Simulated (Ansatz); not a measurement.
Trial structure of SnTe, not yet relaxed:

```
Sn Te
1.0
     2.70346    0.00000    0.00000
     0.00000    4.47947    0.00000
     0.00000    0.00000    4.94644
Sn Te
1 1
Direct
  0.50000 0.00000 0.00000
  0.00000 0.00000 0.50000
```

Theory: Ansatz, DFT PBE, scalar-relativistic, plane waves, PAW. Plane waves to 420 eV, a k mesh through Γ of 6×4×4 on the computed 2-atom cell and Gaussian smearing (0.10 eV); no spin polarisation.

Formation energies are uncorrected and refer to the elements' standard structures at the same level. The references include grey tin.

Q: How far from equilibrium is it?

A: The pressure is 26.5 GPa (the mean over three directions, positive in compression), the largest force is 0.00 eV/Å (symmetry fixes the atoms), and the energy is +1.40 eV/atom against the elements. The shortest distance is 2.70 Å.

Q: How much does it gain on relaxing, and where does it end?

A: Relaxing gains about 1.5 eV/atom (the start's value is from the coarse mesh, so the gain is rough) in 38 ionic steps and ends at −0.12 eV/atom on the finer mesh. The symmetry goes from Pmmm (No. 47) to P4/mmm (No. 123). The volume per atom grows by 7.1 %, from 30.0 to 32.1 Å³. The shortest distance goes from 2.70 Å (Sn–Sn and Te–Te) to 3.17 Å (Sn–Te). Conventional cell: a = 4.485 Å, c = 3.189 Å. Sn is surrounded by 4 Te at 3.17 Å and 2 Sn at 3.19 Å; around Te lie 4 Sn at 3.17 Å and 2 Te at 3.19 Å.

The last run used a 12×12×16 mesh (in the run's order of axes) for its 2-atom cell and Gaussian smearing of 0.10 eV. Spin–orbit coupling, which can matter for Te, is left out. The reference form of Te is held partly by dispersion forces, which this level lacks. The relaxation can't lower the symmetry of the start. A structure relaxed within its symmetry needn't be a true minimum. Another cell of SnTe relaxed alike, in I4mm, lies 171 meV/atom lower, so this cell isn't the stable form at this level.
